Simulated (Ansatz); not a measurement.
# Ga3S: structure types compared, part 3 of 3

Aim: relax 2 candidate structures of Ga3S by the same steps and rank them by energy.

Ansatz 0.2.0; DFT PBE, scalar-relativistic, plane waves, PAW.

## 6. Relaxation repeated from the new cell (candidate A)

Contents of input.yaml:

```yaml
crystal:
  lattice:
    - [5.3408017935, 0.0, 0.0]
    - [0.0, 5.3408017935, 0.0]
    - [0.0, 0.0, 5.3408017935]
  atoms:
    - { symbol: Ga, position: [0.5, 0.0, 0.0] }
    - { symbol: Ga, position: [0.0, 0.5, 0.0] }
    - { symbol: Ga, position: [0.0, 0.0, 0.5] }
    - { symbol: S, position: [0.0, 0.0, 0.0] }
basis:
  ecutwfc: 420
kpoints:
  mp_grid: { grid: [10, 10, 10] }
hamiltonian:
  xc: pbe
scf:
  occupations: { method: gaussian, width: 0.1 }
output:
  forces: true
  stress: true
  eigenvalues: true
relax:
  adjacent_minimum: "off"
  f_tol: 0.01
  max_steps: 80
  cell: { stress_tol: 0.05 }
```

Launch:

```console
> ansatz run input.yaml --threads 1 --pin off --max-ram 2560MiB --backend cpu --events-out ev --progress --plain --runs-dir out
```

Standard output, cut to the lines that bear on the results:

```text
Warning: RAYON_NUM_THREADS=1 ignored (pool sized by the plan → 1); use --threads N
[...]
Pseudopotentials: kind: paw
Pseudopotential: Ga, paw, valence charge 13, recommended cutoff 420 eV (normal), Ga.paw.azcp
Pseudopotential: S, paw, valence charge 6, recommended cutoff 420 eV (normal), S.paw.azcp
Functional definition: PBE
[...]
Crystal: 4 atoms, lattice volume = 152.342 Å³
[...]
  F+E_penalty+E_count = -12248.90229561 eV   max|allowed force component| = 1.404e-28 eV/Å   (the final SCF, on the basis selected at the relaxed cell)
  cell:  # Å, volume = 152.3419 Å³
    - [5.3408017935, 0.0, 0.0]
    - [0.0, 5.3408017935, 0.0]
    - [0.0, 0.0, 5.3408017935]
  atoms:
    - { symbol: Ga, position: [0.5000000000000001, 0.0, 0.0] }
    - { symbol: Ga, position: [0.0, 0.5000000000000001, 0.0] }
    - { symbol: Ga, position: [0.0, 0.0, 0.5000000000000001] }
    - { symbol: S, position: [0.0, 0.0, 0.0] }
```

It took 59 s on 1 thread of AMD EPYC (Zen 3), shared host; peak memory 0.51 GiB.

Relaxation path:

```
step  E - E(step 1) (eV/cell)  largest force component (eV/Å)  pressure (GPa)  volume (Å³)
   1                   0.0000                          0.0000            0.05       152.34
   2                   0.0000                          0.0000            0.05       152.34
```

Step 1 is the start. Step 2 repeats the geometry before it on a plane-wave basis chosen anew for that cell, so its energy need not be comparable with the rows above.

|  | before | after | change |
| --- | --- | --- | --- |
| a (Å) | 5.341 | 5.341 | 0.0 % |
| b (Å) | 5.341 | 5.341 | 0.0 % |
| c (Å) | 5.341 | 5.341 | 0.0 % |
| volume (Å³/atom) | 38.09 | 38.09 | 0.0 % |
| shortest distance (Å) | 2.670 | 2.670 | 0.0 % |
| space group (0.01 Å) | Pm-3m | Pm-3m | same |

Forces and stress were held to the start's 48 operations: a distortion of lower symmetry was not tested.

## 7. Candidate B: Cu3Au (L1_2) type (Pm-3m, No. 221)

The structure is cubic, space group Pm-3m (No. 221). The conventional cell has a = 4.162 Å, b = 4.162 Å, c = 4.162 Å, α = 90.00°, β = 90.00°, γ = 90.00°. Ga (site symmetry 4/mmm) has 8 Ga at 2.94 Å and 4 S at 2.94 Å as nearest neighbours. S (site symmetry m-3m) has 12 Ga at 2.94 Å as nearest neighbours.

```cif
data_structure
_symmetry_space_group_name_H-M 'Pm-3m'
_symmetry_Int_Tables_number 221
_cell_length_a 4.1620
_cell_length_b 4.1620
_cell_length_c 4.1620
_cell_angle_alpha 90.000
_cell_angle_beta 90.000
_cell_angle_gamma 90.000
_cell_volume 72.10
loop_
_atom_site_label
_atom_site_type_symbol
_atom_site_symmetry_multiplicity
_atom_site_Wyckoff_symbol
_atom_site_fract_x
_atom_site_fract_y
_atom_site_fract_z
_atom_site_occupancy
Ga1 Ga 3 c 0.00000 0.50000 0.50000 1
S1 S 1 a 0.00000 0.00000 0.00000 1
```

## 8. A first look at the start (candidate B)

Contents of input.yaml:

```yaml
crystal:
  lattice:
    - [4.1620357765, 0.0, 0.0]
    - [0.0, 4.1620357765, 0.0]
    - [0.0, 0.0, 4.1620357765]
  atoms:
    - { symbol: Ga, position: [0.0, 0.5, 0.5] }
    - { symbol: Ga, position: [0.5, 0.0, 0.5] }
    - { symbol: Ga, position: [0.5, 0.5, 0.0] }
    - { symbol: S, position: [0.0, 0.0, 0.0] }
basis:
  ecutwfc: 420
kpoints:
  mp_grid: { grid: [4, 4, 4] }
hamiltonian:
  xc: pbe
scf:
  occupations: { method: gaussian, width: 0.1 }
  lower_state_search: "off"
output:
  forces: true
  stress: true
  eigenvalues: true
```

Launch:

```console
> ansatz run input.yaml --threads 1 --pin off --max-ram 2560MiB --backend cpu --events-out ev --progress --plain --runs-dir out
```

Standard output, cut to the lines that bear on the results:

```text
Warning: RAYON_NUM_THREADS=1 ignored (pool sized by the plan → 1); use --threads N
[...]
Pseudopotentials: kind: paw
Pseudopotential: Ga, paw, valence charge 13, recommended cutoff 420 eV (normal), Ga.paw.azcp
Pseudopotential: S, paw, valence charge 6, recommended cutoff 420 eV (normal), S.paw.azcp
Functional definition: PBE
[...]
Crystal: 4 atoms, lattice volume = 72.097 Å³
[...]
  atom   1  Ga     0.00000000    -0.00000000     0.00000000
  atom   2  Ga     0.00000000    -0.00000000     0.00000000
  atom   3  Ga     0.00000000     0.00000000     0.00000000
  atom   4  S     -0.00000000    -0.00000000     0.00000000
[...]
--- Stress (GPa, compression-positive) ---
        6.198467       0.000000      -0.000000
       -0.000000       6.198467       0.000000
       -0.000000       0.000000       6.198467
  P = ⅓ Tr σ = 6.1985 GPa (61.985 kbar)
--- Band table (eV; the first three rows and the last of 10) ---
[... band rows left out ...]
[...]
```

It took 4.6 s on 1 thread of AMD EPYC (Zen 3), shared host; peak memory 0.34 GiB.

Read-out: pressure 6.2 GPa, largest force 0.00 eV/Å, gap on this mesh none (metal). Stress or forces are large, so a loose relaxation on a coarse mesh comes first.

## 9. Rough relaxation on the coarse mesh (candidate B)

input.yaml: that of step 8 with these lines changed.

```diff
@@ -23 +23,6 @@
   eigenvalues: true
+relax:
+  adjacent_minimum: "off"
+  f_tol: 0.04
+  max_steps: 70
+  cell: { stress_tol: 0.4 }
```

Launch:

```console
> ansatz run input.yaml --threads 1 --pin off --max-ram 2560MiB --backend cpu --events-out ev --progress --plain --runs-dir out
```

Standard output:

```text
Warning: RAYON_NUM_THREADS=1 ignored (pool sized by the plan → 1); use --threads N
Engine: ansatz 0.2.0, x86_64-unknown-linux-gnu
Pseudopotentials: kind: paw
Pseudopotential: Ga, paw, valence charge 13, recommended cutoff 420 eV (normal), Ga.paw.azcp
Pseudopotential: S, paw, valence charge 6, recommended cutoff 420 eV (normal), S.paw.azcp
Functional definition: PBE
  parameter kappa = 0.804
  parameter beta = 0.06672455060314922
  exchange = pbe_x(kappa = kappa, mu = beta*pi^2/3)
  correlation = pbe_c(beta = beta)
Crystal: 4 atoms, lattice volume = 72.097 Å³
Basis set: ecut = 420 eV, 1365 PW (Γ), exchange–correlation on 60×60×60 points (8 copies of the dense FFT grid, shifted against one another)
Bands: 27, of which v1, the nominal top of the filled ones, is band 23 counted from 1 (22 counted from 0)
Symmetry: 48 space group operations
Space group: Pm-3m (ITA 221), of the structure as read, at distance tolerance 4.2e-5 Å
k-points: 10 of 64
Non-local potential: Ga, projectors of the file, l = 0: 2, l = 1: 2, l = 2: 3, l = 3: 1
Non-local potential: S, projectors of the file, l = 0: 2, l = 1: 2, l = 2: 2
PAW form: soft (Blöchl's): semilocal exchange-correlation on the pseudo side does not see the compensation charge
PAW one-centre angular grid: Ga, 590 points (default); XC on 64 Gauss nodes
PAW one-centre angular grid: S, 110 points (default); XC on 64 Gauss nodes
Initial density: superposition of atomic densities (neutral atoms: chi_scale 0, normalization atom), corrected by the library's trained network
Initial wavefunctions: pseudopotential atomic-orbital guess
Functional: x = pbe(κ = 0.804, μ = 0.2195149727645171), c = pbe(β = 0.06672455060314922)
SCF iter   1: F=—  HF=-12250.923234 eV  |F-HF|=—  |Δ(HF+E_count)|=         —  Δρ=3.63e-3  dr2=2.18e-2  ethr=1.77e-3  ⟨swp⟩=5.4  Hψ=1064  notcnv=0
preconditioner: auto → Resta (q_TF=auto, 2.522 Å⁻¹)  ε∞=5.2  [insulator: Δε(μ)=0.577 eV  Ē_g=14.298 eV  σ=0.100 eV  W_gap=0.61  n_scr=18 (ndim 8)  ℏωp=29.3 eV  f_vac=0.000  D(μ)=3.80/eV (n_scr^D=32)  ε∞_Penn≈5.2]
SCF iter   2: F=—  HF=-12250.917234 eV  |F-HF|=—  |Δ(HF+E_count)|=   6.00e-3  Δρ=1.63e-3  dr2=2.51e-3  ethr=4.85e-5  ⟨swp⟩=2.3  Hψ=576  notcnv=0
SCF iter   3: F=—  HF=-12250.916829 eV  |F-HF|=—  |Δ(HF+E_count)|=   4.05e-4  Δρ=5.99e-4  dr2=3.64e-4  ethr=5.57e-6  ⟨swp⟩=2.0  Hψ=488  notcnv=0
SCF iter   4: F=—  HF=-12250.916696 eV  |F-HF|=—  |Δ(HF+E_count)|=   1.33e-4  Δρ=3.14e-4  dr2=8.69e-5  ethr=8.10e-7  ⟨swp⟩=2.0  Hψ=475  notcnv=0
SCF iter   5: F=—  HF=-12250.916758 eV  |F-HF|=—  |Δ(HF+E_count)|=   6.21e-5  Δρ=4.83e-5  dr2=1.04e-6  ethr=1.93e-7  ⟨swp⟩=2.1  Hψ=351  notcnv=0
SCF iter   6: F=—  HF=-12250.916759 eV  |F-HF|=—  |Δ(HF+E_count)|=   6.39e-7  Δρ=1.04e-5  dr2=4.40e-8  ethr=2.22e-10  ⟨swp⟩=7.2  Hψ=1362  notcnv=0
SCF iter   7: F=-12250.916759 eV  HF=-12250.916759 eV  |F-HF|=1.04e-9  |Δ(HF+E_count)|=   2.98e-8  Δρ=1.64e-6  dr2=1.85e-9  ethr=9.79e-11  ⟨swp⟩=3.8  Hψ=886  notcnv=0
SCF 1 converged in 7 iterations: F = -12250.916759 eV  dr2 = 1.85e-9
relax step   1: F+E_penalty+E_count = -12250.91675859 eV  Δ(F+E_penalty+E_count) = +0.000e0 eV  max|allowed force component| = 2.912e-29 eV/Å  Δτ_max = 0.0000 Å  P = +6.198 GPa  Ω = 72.097 Å³  (7 SCF iters, dr2 threshold 1.00e-7 eV, accepted)
Crystal: 4 atoms, lattice volume = 82.575 Å³
Basis set: ecut = 420 eV, 1575 PW (Γ), exchange–correlation on 60×60×60 points (8 copies of the dense FFT grid, shifted against one another)
Initial density: handed on by an earlier stage of this run
Initial wavefunctions: those handed on with the density
iter 1 solved again at ethr=1.57e-4 eV; its pass at ethr=3.10e-3 eV (dr2=7.05e-2 eV) is discarded
SCF iter   1: F=—  HF=-12251.088068 eV  |F-HF|=—  |Δ(HF+E_count)|=         —  Δρ=5.20e-3  dr2=7.01e-2  ethr=1.57e-4  ⟨swp⟩=1.0  Hψ=1649  notcnv=0
preconditioner: auto → Resta (q_TF=auto, 2.466 Å⁻¹)  ε∞=4.9  [insulator: Δε(μ)=0.357 eV  Ē_g=13.950 eV  σ=0.100 eV  W_gap=0.67  n_scr=18 (ndim 8)  ℏωp=27.4 eV  f_vac=0.000  D(μ)=1.94/eV (n_scr^D=18)  ε∞_Penn≈4.9]
SCF iter   2: F=—  HF=-12251.072439 eV  |F-HF|=—  |Δ(HF+E_count)|=   1.56e-2  Δρ=1.98e-3  dr2=8.12e-3  ethr=1.56e-4  ⟨swp⟩=2.0  Hψ=300  notcnv=0
SCF iter   3: F=—  HF=-12251.070643 eV  |F-HF|=—  |Δ(HF+E_count)|=   1.80e-3  Δρ=9.84e-4  dr2=1.49e-3  ethr=1.81e-5  ⟨swp⟩=2.0  Hψ=330  notcnv=0
SCF iter   4: F=—  HF=-12251.070327 eV  |F-HF|=—  |Δ(HF+E_count)|=   3.16e-4  Δρ=2.35e-4  dr2=2.83e-5  ethr=3.31e-6  ⟨swp⟩=3.0  Hψ=497  notcnv=0
SCF iter   5: F=—  HF=-12251.070393 eV  |F-HF|=—  |Δ(HF+E_count)|=   6.55e-5  Δρ=1.02e-4  dr2=7.17e-6  ethr=6.30e-8  ⟨swp⟩=3.0  Hψ=634  notcnv=0
SCF iter   6: F=—  HF=-12251.070395 eV  |F-HF|=—  |Δ(HF+E_count)|=   2.04e-6  Δρ=2.90e-5  dr2=1.29e-6  ethr=1.59e-8  ⟨swp⟩=2.0  Hψ=494  notcnv=0
SCF iter   7: F=-12251.070395 eV  HF=-12251.070395 eV  |F-HF|=1.69e-8  |Δ(HF+E_count)|=   7.81e-8  Δρ=7.28e-6  dr2=3.63e-8  ethr=8.89e-10  ⟨swp⟩=6.4  Hψ=1193  notcnv=0
SCF 2 converged in 7 iterations: F = -12251.070395 eV  dr2 = 3.63e-8
relax step   2: F+E_penalty+E_count = -12251.07039465 eV  Δ(F+E_penalty+E_count) = -1.536e-1 eV  max|allowed force component| = 3.418e-29 eV/Å  Δτ_max = 0.0000 Å  P = -0.902 GPa  Ω = 82.575 Å³  energy of the carried Pulay correction = -2.336e-3 eV  (7 SCF iters, dr2 threshold 4.00e-7 eV, accepted)
Crystal: 4 atoms, lattice volume = 81.079 Å³
iter 1 solved again at ethr=2.40e-6 eV; its pass at ethr=3.10e-3 eV (dr2=1.08e-3 eV) is discarded
SCF iter   1: F=—  HF=-12251.075651 eV  |F-HF|=—  |Δ(HF+E_count)|=         —  Δρ=6.06e-4  dr2=1.03e-3  ethr=2.40e-6  ⟨swp⟩=2.3  Hψ=1463  notcnv=0
preconditioner: auto → Resta (q_TF=auto, 2.473 Å⁻¹)  ε∞=4.9  [insulator: Δε(μ)=0.302 eV  Ē_g=13.996 eV  σ=0.100 eV  W_gap=0.67  n_scr=18 (ndim 8)  ℏωp=27.7 eV  f_vac=0.000  D(μ)=1.93/eV (n_scr^D=18)  ε∞_Penn≈4.9]
SCF iter   2: F=—  HF=-12251.075420 eV  |F-HF|=—  |Δ(HF+E_count)|=   2.31e-4  Δρ=2.49e-4  dr2=1.45e-4  ethr=2.29e-6  ⟨swp⟩=1.9  Hψ=299  notcnv=0
SCF iter   3: F=—  HF=-12251.075483 eV  |F-HF|=—  |Δ(HF+E_count)|=   6.33e-5  Δρ=1.19e-4  dr2=2.70e-5  ethr=3.23e-7  ⟨swp⟩=2.2  Hψ=369  notcnv=0
SCF iter   4: F=—  HF=-12251.075477 eV  |F-HF|=—  |Δ(HF+E_count)|=   6.88e-6  Δρ=5.84e-5  dr2=2.27e-6  ethr=5.99e-8  ⟨swp⟩=2.0  Hψ=498  notcnv=0
SCF iter   5: F=-12251.075474 eV  HF=-12251.075474 eV  |F-HF|=3.54e-8  |Δ(HF+E_count)|=   2.67e-6  Δρ=1.40e-5  dr2=1.17e-7  ethr=8.89e-10  ⟨swp⟩=7.0  Hψ=1473  notcnv=0
SCF 3 converged in 5 iterations: F = -12251.075474 eV  dr2 = 1.17e-7
relax step   3: F+E_penalty+E_count = -12251.07547387 eV  Δ(F+E_penalty+E_count) = -5.079e-3 eV  max|allowed force component| = 7.593e-30 eV/Å  Δτ_max = 0.0000 Å  P = -0.106 GPa  Ω = 81.079 Å³  energy of the carried Pulay correction = -2.022e-3 eV  (5 SCF iters, dr2 threshold 4.00e-7 eV, accepted)
Initial wavefunctions: pseudopotential atomic-orbital guess (no wavefunctions were taken with the density)
iter 1 solved again at ethr=1.17e-7 eV; its pass at ethr=3.10e-3 eV (dr2=5.26e-5 eV) is discarded
SCF iter   1: F=—  HF=-12251.066773 eV  |F-HF|=—  |Δ(HF+E_count)|=         —  Δρ=1.40e-3  dr2=3.79e-5  ethr=1.17e-7  ⟨swp⟩=2.8  Hψ=1644  notcnv=0
preconditioner: auto → Resta (q_TF=auto, 2.473 Å⁻¹)  ε∞=4.9  [insulator: Δε(μ)=0.303 eV  Ē_g=13.995 eV  σ=0.100 eV  W_gap=0.67  n_scr=18 (ndim 8)  ℏωp=27.7 eV  f_vac=0.000  D(μ)=1.93/eV (n_scr^D=18)  ε∞_Penn≈4.9]
SCF iter   2: F=—  HF=-12251.074558 eV  |F-HF|=—  |Δ(HF+E_count)|=   7.79e-3  Δρ=7.11e-4  dr2=1.16e-5  ethr=8.41e-8  ⟨swp⟩=3.0  Hψ=502  notcnv=0
SCF iter   3: F=—  HF=-12251.077051 eV  |F-HF|=—  |Δ(HF+E_count)|=   2.49e-3  Δρ=9.87e-5  dr2=8.89e-7  ethr=2.57e-8  ⟨swp⟩=3.0  Hψ=497  notcnv=0
SCF iter   4: F=—  HF=-12251.077099 eV  |F-HF|=—  |Δ(HF+E_count)|=   4.74e-5  Δρ=1.15e-5  dr2=5.72e-8  ethr=1.97e-9  ⟨swp⟩=2.0  Hψ=492  notcnv=0
SCF iter   5: F=—  HF=-12251.077099 eV  |F-HF|=—  |Δ(HF+E_count)|=   2.59e-7  Δρ=2.86e-6  dr2=3.42e-9  ethr=1.27e-10  ⟨swp⟩=2.0  Hψ=485  notcnv=0
SCF iter   6: F=-12251.077099 eV  HF=-12251.077099 eV  |F-HF|=1.78e-9  |Δ(HF+E_count)|=   8.70e-9  Δρ=1.07e-6  dr2=8.65e-10  ethr=5.69e-12  ⟨swp⟩=4.1  Hψ=987  notcnv=0
SCF 4 converged in 6 iterations: F = -12251.077099 eV  dr2 = 8.65e-10
relax step   4: F+E_penalty+E_count = -12251.07709900 eV  Δ(F+E_penalty+E_count) = -1.625e-3 eV  max|allowed force component| = 4.207e-30 eV/Å  Δτ_max = 0.0000 Å  P = -0.111 GPa  Ω = 81.079 Å³  stress off target by 1.11e-1 GPa  SCF on the basis re-selected at this cell (its energy is not comparable with the rows above)  (6 SCF iters)
basis re-selected at this cell: Δ(F+E_penalty+E_count) = -1.625e-3 eV, ΔP = -0.005 GPa vs the last step (what re-selecting the basis moved, of the pressure what is left beyond the Pulay correction that the steps carried, after the strain that the cell walked since its last selection, with what the two solves' SCF thresholds leave and, on support functions, any second-order correction that the steps lacked; it is no measure of the basis error at this ecutwfc). This SCF's stress stands 1.11e-1 GPa from its target on what of the cell is left free (relax.cell.stress_tol is 4.00e-1 GPa) and its largest allowed force component is 4.21e-30 eV/Å (relax.f_tol is 4.00e-2 eV/Å): within both
SCF converged after 6 iterations
Free energy (F): -12251.077099 eV
Harris-Foulkes:  -12251.077099 eV  (|F-HF|=1.78e-9)
Internal energy: -12251.067448 eV  (E = F + TS)
E sigma→0 (E₀):  -12251.072273 eV
Entropy (-TS):   -0.009651 eV (-2.413 meV/atom)
Fermi energy:    8.345373 eV
--- Per-component energies (eV) ---
  E_band       = -150.470861
  E_kinetic    = 445.894389
  E_local      = -5852.889295  (includes V_loc(G=0)·N_el)
  E_nonlocal   = 1292.122020
  E_hartree    = 2718.410746
  E_xc         = -304.612002
  E_vxc        = -260.322296  (∫ρ·V_xc dr)
  E_paw        = -6551.051737  (= ΣΔE_a)
  E_vpaw       = -1212.097079  (= ΣTr[D̂ρ^β])
  E_aug_tail   = -0.000294  (compensation charges beyond the density's cutoff)
  E_ewald      = -3998.941276
  E_smearing   = -0.009651  (= −TS)
  E_closure    = 0.000000  (closes the sum)
  Σ components = -12251.077099   (vs F -12251.077099, Δ=0.00e0)
--- Forces (eV/Å), atoms counted from 1 ---
  atom   1  Ga     0.00000000    -0.00000000    -0.00000000
  atom   2  Ga     0.00000000    -0.00000000     0.00000000
  atom   3  Ga     0.00000000    -0.00000000     0.00000000
  atom   4  S      0.00000000    -0.00000000     0.00000000
  max |Σ_I F_I| component: 6.36e-30 eV/Å
--- Stress (GPa, compression-positive) ---
       -0.110875      -0.000000       0.000000
       -0.000000      -0.110875      -0.000000
        0.000000      -0.000000      -0.110875
  P = ⅓ Tr σ = -0.1109 GPa (-1.109 kbar)
--- Band table (eV; the first three rows and the last of 10) ---
  k-point 0: bands = ["-6.7773", "-6.7622", "-6.7622", "-6.7622", "-6.7010", "-6.7010", "-6.6043", "-6.6043", "-6.6043", "-6.5315", "-6.5315", "-6.5224", "-6.4727", "-6.4727", "-6.4727", "-4.9425", "0.6819", "4.4996", "4.4996", "4.4996", "5.7212", "5.7212", "9.7003", "9.7003", "9.7003", "13.1589", "13.1589"]
  k-point 1: bands = ["-6.7548", "-6.7392", "-6.7268", "-6.7268", "-6.6955", "-6.6762", "-6.6115", "-6.6076", "-6.6076", "-6.5562", "-6.5421", "-6.5306", "-6.5162", "-6.5162", "-6.4727", "-4.7353", "0.2062", "3.2821", "4.8695", "4.8695", "6.0394", "7.2884", "9.0361", "9.0361", "9.7951", "11.0266", "12.3406"]
  k-point 2: bands = ["-6.7465", "-6.6989", "-6.6681", "-6.6592", "-6.6592", "-6.6390", "-6.6194", "-6.6177", "-6.6177", "-6.6062", "-6.5850", "-6.5850", "-6.5740", "-6.5298", "-6.4727", "-4.4810", "-0.3987", "3.0202", "5.4094", "5.4094", "6.4987", "7.0315", "8.0722", "8.0722", "9.6523", "12.4465", "12.5368"]
  k-point 9: bands = ["-6.8107", "-6.7041", "-6.7041", "-6.7041", "-6.6878", "-6.6878", "-6.6878", "-6.5813", "-6.5813", "-6.5619", "-6.5619", "-6.5619", "-6.5032", "-6.5032", "-6.5032", "-3.8185", "3.2879", "3.2879", "3.2879", "3.3908", "3.3908", "3.3908", "4.5580", "11.8288", "11.8288", "11.8288", "17.4233"]
--- Relaxed structure (3 steps of the walk, 3 accepted, 1 SCFs on fresh bases) ---
  F+E_penalty+E_count = -12251.07709900 eV   max|allowed force component| = 4.207e-30 eV/Å   (the final SCF, on the basis selected at the relaxed cell)
  cell:  # Å, volume = 81.0786 Å³
    - [4.328148041169093, -4.4737747666495155e-34, 9.62964972193618e-34]
    - [-5.757728062907673e-34, 4.328148041169093, 0.0]
    - [9.62964972193618e-34, 0.0, 4.328148041169093]
  atoms:
    - { symbol: Ga, position: [4.00112769520953e-39, 0.5, 0.5] }
    - { symbol: Ga, position: [0.5, 1.1768025149015571e-40, 0.5] }
    - { symbol: Ga, position: [0.5, 0.5, 8.33902589548765e-49] }
    - { symbol: S, position: [4.001127676805296e-39, 5.884011311403672e-40, -9.41441811052088e-40] }
```

Run time: 20 s. Hardware: 1 thread of AMD EPYC (Zen 3), shared host; peak memory 0.36 GiB.

The steps of the relaxation:

| step | E - E(step 1) (eV/cell) | largest force component (eV/Å) | pressure (GPa) | volume (Å³) |
| --- | --- | --- | --- | --- |
| 1 | 0.0000 | 0.0000 | 6.20 | 72.10 |
| 2 | -0.1536 | 0.0000 | -0.90 | 82.57 |
| 3 | -0.1587 | 0.0000 | -0.11 | 81.08 |
| 4 | -0.1603 | 0.0000 | -0.11 | 81.08 |

Step 1 is the start. Step 4 repeats the geometry before it on a plane-wave basis chosen anew for that cell, so its energy need not be comparable with the rows above.

|  | before | after | change |
| --- | --- | --- | --- |
| a (Å) | 4.162 | 4.328 | +4.0 % |
| b (Å) | 4.162 | 4.328 | +4.0 % |
| c (Å) | 4.162 | 4.328 | +4.0 % |
| volume (Å³/atom) | 18.02 | 20.27 | +12.5 % |
| shortest distance (Å) | 2.943 | 3.060 | +4.0 % |
| space group (0.01 Å) | Pm-3m | Pm-3m | same |

The run keeps the 48 symmetry operations of the start, so it could not have lowered the symmetry.

## 10. Full relaxation (candidate B)

Contents of input.yaml:

```yaml
crystal:
  lattice:
    - [4.3281480412, 0.0, 0.0]
    - [0.0, 4.3281480412, 0.0]
    - [0.0, 0.0, 4.3281480412]
  atoms:
    - { symbol: Ga, position: [0.0, 0.5, 0.5] }
    - { symbol: Ga, position: [0.5, 0.0, 0.5] }
    - { symbol: Ga, position: [0.5, 0.5, 0.0] }
    - { symbol: S, position: [0.0, 0.0, 0.0] }
basis:
  ecutwfc: 420
kpoints:
  mp_grid: { grid: [12, 12, 12] }
hamiltonian:
  xc: pbe
scf:
  occupations: { method: gaussian, width: 0.1 }
output:
  forces: true
  stress: true
  eigenvalues: true
relax:
  adjacent_minimum: "off"
  f_tol: 0.01
  max_steps: 80
  cell: { stress_tol: 0.05 }
```

Launch:

```console
> ansatz run input.yaml --threads 1 --pin off --max-ram 2560MiB --backend cpu --events-out ev --progress --plain --runs-dir out
```

Standard output, cut to the lines that bear on the results:

```text
Warning: RAYON_NUM_THREADS=1 ignored (pool sized by the plan → 1); use --threads N
[...]
Pseudopotentials: kind: paw
Pseudopotential: Ga, paw, valence charge 13, recommended cutoff 420 eV (normal), Ga.paw.azcp
Pseudopotential: S, paw, valence charge 6, recommended cutoff 420 eV (normal), S.paw.azcp
Functional definition: PBE
[...]
Crystal: 4 atoms, lattice volume = 81.079 Å³
[...]
  cell:  # Å, volume = 80.0997 Å³
    - [4.310659290656672, -3.209883240645393e-35, 0.0]
    - [-3.209883240645393e-35, 4.310659290656672, 0.0]
    - [0.0, 0.0, 4.310659290656672]
  atoms:
    - { symbol: Ga, position: [4.709348752416293e-34, 0.5, 0.5] }
    - { symbol: Ga, position: [0.5, -1.8540743119749187e-35, 0.5] }
    - { symbol: Ga, position: [0.5, 0.5, -7.416297247899674e-36] }
    - { symbol: S, position: [-1.2236890459034463e-34, -1.8540743119749187e-35, -7.416297247899674e-36] }
```

Run time: 74 s. Hardware: 1 thread of AMD EPYC (Zen 3), shared host; peak memory 0.46 GiB.

Relaxation path:

| step | energy from step 1 (eV/cell) | largest force component (eV/Å) | pressure (GPa) | volume (Å³) |
| --- | --- | --- | --- | --- |
| 1 | 0.0000 | 0.0000 | -0.52 | 81.08 |
| 2 | -0.0019 | 0.0000 | -0.02 | 80.10 |
| 3 | -0.0017 | 0.0000 | -0.02 | 80.10 |

Step 1 is the start. Step 3 repeats the geometry before it on a plane-wave basis chosen anew for that cell, so its energy need not be comparable with the rows above.

|  | before | after | change |
| --- | --- | --- | --- |
| a (Å) | 4.328 | 4.311 | -0.4 % |
| b (Å) | 4.328 | 4.311 | -0.4 % |
| c (Å) | 4.328 | 4.311 | -0.4 % |
| volume (Å³/atom) | 20.27 | 20.02 | -1.2 % |
| shortest distance (Å) | 3.060 | 3.048 | -0.4 % |
| space group (0.01 Å) | Pm-3m | Pm-3m | same |

The run keeps the 48 symmetry operations of the start, so it could not have lowered the symmetry.

## 11. Results

This closing draws on all 3 parts.

Formation energies count from the elements, computed with the same settings in runs not shown here.

| candidate | start | space group at the end | atoms | volume (Å³/atom) | energy above the lowest (meV/atom) | gap on the mesh (eV) | formation energy (eV/atom) |
| --- | --- | --- | --- | --- | --- | --- | --- |
| B | Cu3Au (L1_2) type (Pm-3m, No. 221) | Pm-3m | 4 | 20.02 | 0.0 | 0.00 | +0.002 |
| A | anti-ReO3 type (Pm-3m, No. 221) | Pm-3m | 4 | 38.09 | 554.1 | 0.00 | +0.556 |

In words: The lowest is B, in Pm-3m; A follows 554 meV/atom higher. Other structures, not tried here, may lie lower. Its formation energy is near zero. The final runs have no spin polarisation, so no magnetic state was tried and one may lie lower.
